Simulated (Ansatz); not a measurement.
Isolated molecules relaxed with PBE0-D4/def2-TZVP in Ansatz; ΔE leaves out vibrations. CCSD(T)/CBS adds triple-zeta CCSD(T) − MP2 to the extrapolated MP2 energy (def2 sets, frozen cores). This one scheme is used for every species. DFT in def2-TZVPP. No spin–orbit coupling; open shells (•) take unrestricted orbitals. One conformer a species, not always the lowest.

Reaction (hydrogen abstraction from the Si–H bond): `N[SiH2]N[SiH2]N` + `F[C](F)F`• → `N[SiH]N[SiH2]N`• + `FC(F)F`

| level | ΔE (kJ/mol) |
| --- | --- |
| PBE-D4 | -75.4 |
| PBE0-D4 | -70.8 |
| B2PLYP | -63.8 |
| HF/def2-TZVPP | -39.3 |
| CCSD/def2-TZVPP | -65.3 |
| CCSD(T)/def2-TZVPP | -68.6 |
| HF/def2-QZVPP | -38.5 |
| HF/CBS(def2) | -38.4 |

Task: What does CCSD(T)/CBS give? (Estimate.)

Result: The calculation gave: -68.4 kJ/mol. The listed levels differ from it by -7.0, -2.4, 4.6, 29.1, 3.1, -0.2, 29.9, 30.0 kJ/mol.

Largest T1 diagnostic among the species: 0.014.

From PBE to PBE0 (25 % exact exchange), in def2-TZVPP and without D4, ΔE moves by +4.0 kJ/mol. The D4 term adds −6.6 kJ/mol with B3LYP and −3.4 kJ/mol with PBE0; it sums over pairs of atoms, weighted by their polarisabilities, and B3LYP, whose exchange is more repulsive, gets the larger term. In def2-TZVPP, CCSD(T) changes the Hartree–Fock value by −29.3 kJ/mol (the triples alone add −3.3 kJ/mol) and MP2 by −33.2 kJ/mol.

CCSD(T)/CBS has its own doubt, a few kJ/mol and more with outer-core shells, so smaller differences from it don't rank the levels.

B3LYP here is the variant with VWN-RPA as its local correlation; programs differ in this.
